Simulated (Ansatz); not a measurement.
# AgCl: frozen-core PAW against all-electron methods

```
Ag Cl
1.0
     0.00000    3.02955    3.02955
     3.02955    0.00000    3.02955
     3.02955    3.02955    0.00000
Ag Cl
1 1
Direct
  0.00000 0.00000 0.00000
  0.25000 0.25000 0.25000
```

Atom numbers follow the list: Ag1, Cl2.

The conventional cell has a = 6.059 Å, b = 6.059 Å, c = 6.059 Å, α = 90.00°, β = 90.00°, γ = 90.00°. Ag (atom 1) is surrounded by 4 Cl at 2.62 Å. Cl (atom 2) is surrounded by 4 Ag at 2.62 Å.

The structure comes from a relaxation in the same program, started in the zincblende type, and has space group F-43m. Whether it is a known phase or the ground state wasn't checked.

Methods: DFT, PBE, PAW with Ansatz's default frozen-core files, scalar-relativistic (Ansatz 0.2.0); DFT, PBE, all-electron PAW with datasets made for the crystal, scalar-relativistic (Ansatz 0.2.0); DFT, PBE, all-electron LAPW, scalar-relativistic (Ansatz 0.2.0).

For PAW: a Γ-centred 11×11×11 k mesh, Fermi–Dirac smearing of 0.03 eV, cutoff 420 eV, no spin polarisation. The crystal-made all-electron datasets (AE datasets) take a cutoff of 240 eV at this cell. LAPW targets a basis error of 1 meV/atom. The Ansatz runs share mesh, smearing and spin set-up. Plane-wave (PAW) pressures include the program's estimate of the Pulay term.

Stress and pressure are positive in compression.

Levels count from the top of the valence band.

| quantity | PAW | AE datasets | LAPW |
| --- | --- | --- | --- |
| pressure (GPa) | 0.00 | 0.01 | 0.01 |
| band gap (eV) | 1.295 | 1.296 | 1.296 |
| highest filled level at Γ (eV) | 0.000 | 0.000 | 0.000 |
| lowest empty level at Γ (eV) | 1.295 | 1.296 | 1.296 |
| highest filled level at X (eV) | -1.268 | -1.268 | -1.268 |
| lowest empty level at X (eV) | 4.869 | 4.871 | 4.871 |
| highest filled level at U (eV) | -0.989 | -0.989 | -0.989 |
| lowest empty level at U (eV) | 5.211 | 5.213 | 5.213 |
